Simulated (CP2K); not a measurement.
Runs of CP2K 2026.2 on HfN. Symmetry: Fm-3m, No. 225, cubic system. Conventional cell: a = 4.512 Å, b = 4.512 Å, c = 4.512 Å, α = 90.00°, β = 90.00°, γ = 90.00°. Hf (site symmetry m-3m) has 6 N at 2.26 Å as nearest neighbours. N (site symmetry m-3m) has 6 Hf at 2.26 Å as nearest neighbours. 

```tsv
level	potentials or basis	smearing	EPS_DEFAULT	NGRIDS	points a segment of the path (NPOINTS)	bands added on the path	CUTOFF of the grids	gap on the mesh (eV)	pressure (GPa)
r2SCAN	POTENTIAL_UZH Hf GTH-SCAN-q12, N GTH-SCAN-q5; TZVP-MOLOPT-SCAN-GTH basis	fermi-dirac 0.1 eV	1.0E-9	5	6	4	675 Ry	none	-4.8
PBE	POTENTIAL_UZH Hf GTH-PBE-q12, N GTH-PBE-q5; TZVP-MOLOPT-PBE-GTH basis	fermi-dirac 0.05 eV	1.0E-9	4	10	6	450 Ry	none	(a)
PBEsol	POTENTIAL_UZH Hf GTH-PBE-q12, N GTH-PBE-q5; TZVP-MOLOPT-PBE-GTH basis	fermi-dirac 0.0259 eV	1.0E-9	5	8	4	450 Ry	none	-4.3
LDA	GTH_POTENTIALS Hf GTH-PADE-q12, N GTH-PADE-q5; TZVP-MOLOPT-PBE-GTH basis	fermi-dirac 0.01 eV	1.0E-10	5	8	4	450 Ry	none	-61.3
```

Alike in all rows: task band structure; no spin polarisation; cell as given; k mesh 10 × 10 × 10.

Question: Estimate the missing entries.

Answer: (a) 2.1.

Caveats: spin-orbit coupling is left out, which moves the levels of the heavy elements; the basis of atomic orbitals isn't converged, which shifts pressures, moduli and gaps; the potentials were made for another functional, which shifts forces and pressure (some runs); a pressure of tens of GPa on the cell as given is suspect, and the run, the potentials or the cell itself is likely at fault (some runs).

A k mesh can miss the band edges, and the runs leave out spin-orbit coupling on Hf.

A gap of «none» marks a metal or a gap under the smearing width.
